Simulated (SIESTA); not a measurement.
# BeTe under changes of volume

One of the cells (21.254 Å³/atom); the others are scaled copies at fixed shape and fractional positions:

```
Te Be
1.0
     0.00000    2.77000    2.77000
     2.77000    0.00000    2.77000
     2.77000    2.77000    0.00000
Te Be
1 1
Direct
  0.75000 0.75000 0.75000
  0.00000 0.00000 0.00000
```

* Program: SIESTA 5.4.2
* Functional: PBE
* Potentials or basis: PseudoDojo 0.4 standard (PBE files)
* Basis: TZDP (energy shift 0.003 Ry; two zetas on semicore shells)
* Grid cutoff: 800 Ry
* Energy shift: 0.003 Ry
* k mesh: 8 × 8 × 8
* Occupations: fermi-dirac, width 0.05 eV
* Spin: no spin polarisation

| volume (Å³/atom) | energy over the lowest point (meV/atom) | pressure (GPa) | gap on the mesh (eV) |
| --- | --- | --- | --- |
| 19.979 | 93.77 | 11.5 | 1.70 |
| 20.404 | 64.40 | 10.1 | 1.76 |
| 20.829 | 43.04 | 6.4 | 1.82 |
| 21.254 | 29.26 | 4.5 | 1.87 |
| 21.679 | ? | ? | ? |
| 22.104 | 6.61 | 3.6 | 1.96 |
| 22.529 | 0.00 | 1.1 | 2.01 |

Question: What does the run at 21.679 Å³/atom give?

Answer: Energy over the lowest point 17.60 meV/atom; pressure 4.4 GPa; gap on the mesh 1.92 eV.

Worked out: A Birch-Murnaghan fit of order 3 (a polynomial in V^(-2/3)) to the other rows has no minimum within the range. It gives 16.58 meV/atom at 21.679 Å³/atom, against the run's 17.60, and -dE/dV = 3.8 GPa, against 4.4. A straight line through the other rows of the gap, of slope 2.54 eV per unit of ln V, gives 1.91 eV, against the run's 1.92.

Energies are extrapolated to zero smearing.

Caveats: short orbitals over semicore shells can move pressures by several GPa; spin-orbit coupling is left out, which moves the levels of the heavy elements; the basis of atomic orbitals isn't converged, which shifts pressures, moduli and gaps.

A mesh can miss the band edges.
